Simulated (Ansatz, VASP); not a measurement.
**Two plane-wave programs on Li**

The input INCAR:

```
SYSTEM = Li
PREC = Accurate
ENCUT = 600
EDIFF = 1E-7
ISMEAR = -1
SIGMA = 0.05
LREAL = .False.
LASPH = .True.
NELM = 100
ALGO = Normal
ISIF = 3
LWAVE = .False.
LCHARG = .False.
GGA = RE
IVDW = 13
IBRION = 2
NSW = 60
EDIFFG = -0.01
```

Contents of KPOINTS:

```
regular mesh
0
Gamma
  11 11 11
  0 0 0
```

POSCAR

```
Li
1.0
   -1.7546500000      1.7546500000      1.7546500000
    1.7546500000     -1.7546500000      1.7546500000
    1.7546500000      1.7546500000     -1.7546500000
Li
1
Direct
    0.0000000000      0.0000000000      0.0000000000
```

File input.yaml:

```yaml
crystal:
  lattice:
    - [-1.75465, 1.75465, 1.75465]
    - [1.75465, -1.75465, 1.75465]
    - [1.75465, 1.75465, -1.75465]
  atoms:
    - { symbol: Li, position: [0.0, 0.0, 0.0] }
hamiltonian:
  xc: revpbe
  pseudopotentials: { kind: paw }
  dispersion: d4
kpoints:
  mp_grid: { grid: [11, 11, 11] }
scf:
  occupations: { method: fermi_dirac, width: 0.05 }
output:
  forces: true
  stress: true
relax:
  f_tol: 0.01
  max_steps: 40
  cell: { stress_tol: 0.05 }
```

Alike in both runs: task relaxation of cell and atoms; functional revPBE; dispersion D4; k mesh 11 × 11 × 11; occupations fermi-dirac, width 0.05 eV; no spin polarisation.

|  | VASP | Ansatz |
| --- | --- | --- |
| version | VASP 6.6.1 | Ansatz 0.2.0 |
| potentials or method | VASP PAW PBE potentials, release 64 (Li_sv) | Ansatz PAW |
| plane-wave cutoff (eV) | 600 | 420 |
| valence electrons in the cell | 3 | 3 |

```csv
,VASP,Ansatz,Ansatz less VASP
relaxed volume (Å³/atom),20.55,20.72,+0.167
relaxed cell length with the largest relative difference (Å),2.989,2.997,+0.0081
energy change over the relaxation (meV/atom),-2,-1,+0.9
```

Caveats: the cutoff is under 1.25 times the usual one of these potentials, so pressure, stress and relaxed cells hold a basis-set (Pulay) error (VASP); the PAW data sets were made with another functional, which shifts forces and pressure a little (VASP); pairwise dispersion overbinds metals, which lowers pressure and volume (VASP); the potentials were made for another functional, which shifts forces and pressure (Ansatz); the plane-wave basis is chosen anew once the cell has moved, so the energies of steps on either side of that aren't comparable (Ansatz).
